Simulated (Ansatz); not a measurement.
Relaxed AlSb (zinc blende):

```
AlSb
1.0
    0.00000     3.11275     3.11275
    3.11275     0.00000     3.11275
    3.11275     3.11275     0.00000
Sb Al
1 1
Cartesian
  4.66913   4.66913   4.66913
  0.00000   0.00000   0.00000
```

In this cell atom 2 (Al, nearest neighbour Sb at 2.696 Å; its periodic images, 4.4 Å or more away, move with it) is moved by u·(1.000, 0.000, 0.000) + v·(0.000, 1.000, 0.000); the rest is frozen.

All values below come from PBE (plane waves to 420 eV, PAW, scalar-relativistic; Ansatz, a first-principles code). k mesh 10×10×10 (Γ-centred), Fermi-Dirac smearing 0.05 eV. Compression counts positive. As the smearing reaches across the gap at some points, energies and forces of such displacements shift with the k mesh and the smearing. AlSb was relaxed with its symmetry unable to fall. Spin-orbit coupling is left out, though Sb is heavy. The last digit holds for this mesh only.

Changes of P (GPa) from the point u = 0.000 Å, v = 0.000 Å when one coordinate moves alone (two changes are said to add if the coupling is within 5 % of the smaller one, nearly so within 20 %):

```
point                      change
-------------------------  ------
u = 0.000 Å, v = -0.400 Å    2.42
u = 0.000 Å, v = -0.267 Å    1.11
u = 0.000 Å, v = -0.133 Å    0.28
u = -0.400 Å, v = 0.000 Å    2.42
u = -0.267 Å, v = 0.000 Å    1.11
u = -0.133 Å, v = 0.000 Å    0.28
u = 0.133 Å, v = 0.000 Å     0.28
u = 0.267 Å, v = 0.000 Å     1.11
u = 0.400 Å, v = 0.000 Å     2.42
u = 0.000 Å, v = 0.133 Å     0.28
u = 0.000 Å, v = 0.267 Å     1.11
u = 0.000 Å, v = 0.400 Å     2.42
```

### Question
What is the change at u = 0.400 Å, v = -0.267 Å, where both move, and how far is it from the sum?

### Answer
The sum of the single changes is 2.42 + (1.11) = 3.53; the calculation gives 3.87, so the coupling contributes 0.34 (over 20 % of the smaller single change, not additive).

(For displaced atoms, the force is minus the slope of the energy, and its curvature is a force constant, which sets phonon frequencies.)
